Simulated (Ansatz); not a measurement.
## Molecular dynamics of Li

The input (input.yaml):

```yaml
accuracy: low
crystal:
  lattice:
    - [6.98, 0.0, 0.0]
    - [0.0, 6.98, 0.0]
    - [0.0, 0.0, 6.98]
  atoms:
    - { symbol: Li, position: [0.0261657, 0.01329404, -0.02159561] }
    - { symbol: Li, position: [0.6729049, 0.10160327, -0.12476867] }
    - { symbol: Li, position: [0.05886732, 0.51497114, 0.05488535] }
    - { symbol: Li, position: [-0.02431472, 0.03583744, 0.52337135] }
    - { symbol: Li, position: [0.26787767, 0.23256908, 0.30826943] }
    - { symbol: Li, position: [0.5609809, 0.45859668, 0.03262967] }
    - { symbol: Li, position: [0.53946263, -0.03878641, 0.52180235] }
    - { symbol: Li, position: [0.74314204, 0.25953051, 0.35928101] }
    - { symbol: Li, position: [-0.00481981, 0.68466389, 0.38169464] }
    - { symbol: Li, position: [0.26355108, 0.79649015, 0.19666251] }
    - { symbol: Li, position: [0.29288937, 0.20045724, 0.72939096] }
    - { symbol: Li, position: [0.38952362, 0.53935214, 0.483229] }
    - { symbol: Li, position: [0.70636196, 0.78489822, 0.23965652] }
    - { symbol: Li, position: [0.84006901, 0.40820628, 0.67597153] }
    - { symbol: Li, position: [0.16114886, 0.70166165, 0.73766883] }
    - { symbol: Li, position: [0.66230883, 0.73610777, 0.8110331] }
basis:
  ecutwfc: 420.0
kpoints:
  mp_grid: { grid: [2, 2, 2] }
hamiltonian:
  xc: pbe
scf:
  occupations: { method: fermi_dirac, width: 0.1 }
  lower_state_search: "off"
md:
  timestep: 1.5
  n_steps: 300
  ensemble: npt_langevin
  temperature: 630.0
  initial_velocities: maxwell_boltzmann
  seed: 439051
  friction: 0.02
  pressure: 1.0
  fix_cell: []
```

Launched with:

```bash
$ ansatz run input.yaml --threads 1 --pin off --max-ram 3072MiB --backend cpu --events-out ev --progress --plain --runs-dir out
```

It goes on from the last frame of an earlier run, with new velocities.

Output, in part (step lines):

```
md step     0: t =     0.00 fs  T =   590.6 K  F+E_penalty+E_count = -3272.58408446 eV  E_kin = 1.221507 eV  conserved = -3269.55649723 eV  P_inst = 0.7170 GPa  V = 340.0684 Å³  selection 1  (8 SCF iters)
md step     1: t =     1.50 fs  T =   684.6 K  F+E_penalty+E_count = -3272.57968313 eV  E_kin = 1.415862 eV  conserved = -3269.55693673 eV  P_inst = 0.7559 GPa  V = 339.9987 Å³  selection 1  (6 SCF iters)
md step     2: t =     3.00 fs  T =   704.9 K  F+E_penalty+E_count = -3272.57459790 eV  E_kin = 1.457891 eV  conserved = -3269.55714086 eV  P_inst = 0.7506 GPa  V = 339.8621 Å³  selection 1  (6 SCF iters)
md step     3: t =     4.50 fs  T =   708.7 K  F+E_penalty+E_count = -3272.57120806 eV  E_kin = 1.465664 eV  conserved = -3269.55725215 eV  P_inst = 0.7362 GPa  V = 339.6985 Å³  selection 1  (7 SCF iters)
md step     4: t =     6.00 fs  T =   746.8 K  F+E_penalty+E_count = -3272.56854971 eV  E_kin = 1.544548 eV  conserved = -3269.55740758 eV  P_inst = 0.7486 GPa  V = 339.4400 Å³  selection 1  (6 SCF iters)
md step     5: t =     7.50 fs  T =   720.4 K  F+E_penalty+E_count = -3272.55862115 eV  E_kin = 1.489993 eV  conserved = -3269.55725771 eV  P_inst = 0.7230 GPa  V = 339.2105 Å³  selection 1  (5 SCF iters)
md step     6: t =     9.00 fs  T =   695.9 K  F+E_penalty+E_count = -3272.54131205 eV  E_kin = 1.439151 eV  conserved = -3269.55717640 eV  P_inst = 0.7052 GPa  V = 338.9915 Å³  selection 1  (5 SCF iters)
md step     7: t =    10.50 fs  T =   703.2 K  F+E_penalty+E_count = -3272.52070558 eV  E_kin = 1.454353 eV  conserved = -3269.55706254 eV  P_inst = 0.7139 GPa  V = 338.7569 Å³  selection 1  (5 SCF iters)
[... lines left out ...]
```

The steps, from the saved trajectory:

| time (fs) | T (K) | potential energy less start (eV) | conserved less start (meV/atom) | P (GPa) | volume (Å³) |
| --- | --- | --- | --- | --- | --- |
| 0.0 | 591 | 0.000 | 0.00 | 0.7 | 340.1 |
| 15.0 | 606 | 0.131 | 0.02 | 0.7 | 337.8 |
| 30.0 | 804 | 0.053 | -0.01 | 1.1 | 334.5 |
| 45.0 | 1005 | -0.071 | -0.05 | 1.5 | 331.8 |
| 60.0 | 850 | -0.197 | -0.01 | 1.4 | 332.4 |
| 75.0 | 970 | -0.290 | -0.03 | 1.3 | 336.9 |
| 90.0 | 961 | -0.510 | -0.05 | 1.1 | 335.4 |
| 105.0 | 794 | -0.624 | -0.01 | 0.8 | 338.5 |
| 120.0 | 771 | -0.477 | 0.02 | 0.9 | 338.0 |
| 135.0 | 550 | -0.469 | 0.02 | 0.8 | 335.7 |
| 150.0 | 674 | -0.423 | 0.03 | 0.9 | 337.4 |
| 165.0 | 719 | -0.797 | -0.01 | 0.8 | 339.5 |
| 180.0 | 641 | -0.679 | 0.03 | 0.9 | 338.5 |
| 195.0 | 727 | -0.708 | 0.04 | 1.2 | 331.3 |
| 210.0 | 748 | -0.880 | 0.02 | 1.3 | 323.9 |
| 225.0 | 762 | -1.049 | 0.02 | 1.4 | 318.8 |
| 240.0 | 874 | -1.077 | 0.02 | 1.3 | 323.7 |
| 255.0 | 680 | -0.870 | 0.06 | 1.1 | 329.2 |
| 270.0 | 661 | -1.049 | 0.03 | 0.8 | 332.1 |
| 285.0 | 907 | -0.984 | 0.03 | 1.0 | 334.0 |
| 300.0 | 839 | -0.812 | 0.05 | 1.0 | 335.5 |
| 315.0 | 840 | -0.872 | 0.05 | 0.8 | 336.2 |
| 330.0 | 668 | -0.959 | 0.05 | 0.6 | 336.4 |
| 345.0 | 596 | -0.942 | 0.06 | 0.6 | 336.3 |
| 360.0 | 616 | -1.169 | 0.07 | 0.7 | 332.8 |
| 375.0 | 676 | -1.411 | 0.05 | 0.6 | 332.6 |
| 390.0 | 541 | -1.348 | 0.07 | 0.2 | 337.7 |
| 405.0 | 479 | -1.183 | 0.08 | 0.0 | 343.9 |
| 420.0 | 497 | -1.119 | 0.06 | -0.1 | 349.1 |
| 435.0 | 524 | -1.043 | 0.06 | -0.1 | 351.4 |
| 450.0 | 539 | -0.911 | 0.06 | 0.1 | 347.0 |

All steps were run. The conserved energy stayed within 0.082 meV per atom of its start (net change 0.059 meV per atom), so the integration is sound. A run of 0.45 ps of so small a system gives no equilibrium averages. Limits of this set-up: coarse k mesh, low accuracy level. The cell's volume went from 340 to 347 Å³.

Mean squared displacements from the first frame to the last, about the centre of mass, the cell's change included: Li 1.67 Å².

Last frame:

```xyz
16
Lattice="7.2764 -0.3463 -0.6470 -0.3463 8.3073 -0.0758 -0.6470 -0.0758 5.8108" Properties=species:S:1:pos:R:3
Li -0.531 0.350 -0.431
Li 3.725 -1.026 -0.739
Li 0.052 3.536 0.034
Li -0.617 1.005 2.217
Li 1.579 1.306 0.713
Li 2.472 3.786 -2.080
Li 4.212 -0.461 2.439
Li 4.377 1.851 0.645
Li -0.448 3.702 2.277
Li 1.775 6.085 1.937
Li 1.862 0.704 3.447
Li 3.158 4.043 0.607
Li 5.999 6.015 0.955
Li 4.674 2.171 3.750
Li 0.174 5.757 4.550
Li 4.642 5.380 3.724
```

The run took 21 min on 1 thread of Arm Neoverse V1, on a shared host, peak memory 0.53 GiB.
